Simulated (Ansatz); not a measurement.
**SrO: levels along high-symmetry lines**

```yaml
crystal:
  lattice:
    - [0.00000, 2.56980, 2.56980]
    - [2.56980, 0.00000, 2.56980]
    - [2.56980, 2.56980, 0.00000]
  atoms:
    - { symbol: Sr, position: [0.00000, 0.00000, 0.00000] }
    - { symbol: O, position: [0.50000, 0.50000, 0.50000] }
```

Atoms are numbered in the order listed.

The cell comes from COD entry 1100027, which wasn't checked; take it as a given geometry. It is an old determination, and later ones may differ.

All numbers below come from DFT, LDA, all-electron LAPW, scalar-relativistic in Ansatz 0.2.0.

Numerical set-up: a Γ-centred 8×8×8 k mesh, Fermi–Dirac smearing of 0.02 eV, basis error target 0.25 meV/atom, no spin polarisation.

Points in fractions of the reciprocal vectors of this cell: Γ (0, 0, 0), X (0.5, 0, 0.5), U (0.625, 0.25, 0.625), K (0.375, 0.375, 0.75), L (0.5, 0.5, 0.5), W (0.5, 0.25, 0.75). The path joins them by straight lines in the order Γ–X–U–K–Γ–L–W–X; legs that retrace an earlier one aren't tabulated. Energies are in eV from the top of the valence band.

(1) Is there a gap, and where are the band edges?

(2) List the levels between -20 and 6 eV at the symmetry points.

Answers

(1) 3.16 eV, indirect from Γ to X (0.5, 0, 0.5).

(2) 
Γ: -14.75, -13.74 (×3), 0.00 (×3), 3.82
X: -14.76, -14.72, -14.13 (×2), -0.40, -0.07 (×2), 3.16
U: -15.55, -14.59, -14.02, -13.29, -0.96, -0.56, -0.45, 4.69
K: -15.55, -14.59, -14.02, -13.29, -0.96, -0.56, -0.45, 4.69
L: -16.36, -13.83 (×2), -12.48, -2.22, -1.13 (×2)
W: -15.47, -14.45 (×2), -13.11, -1.14, -0.42 (×2), 5.93 (×2)
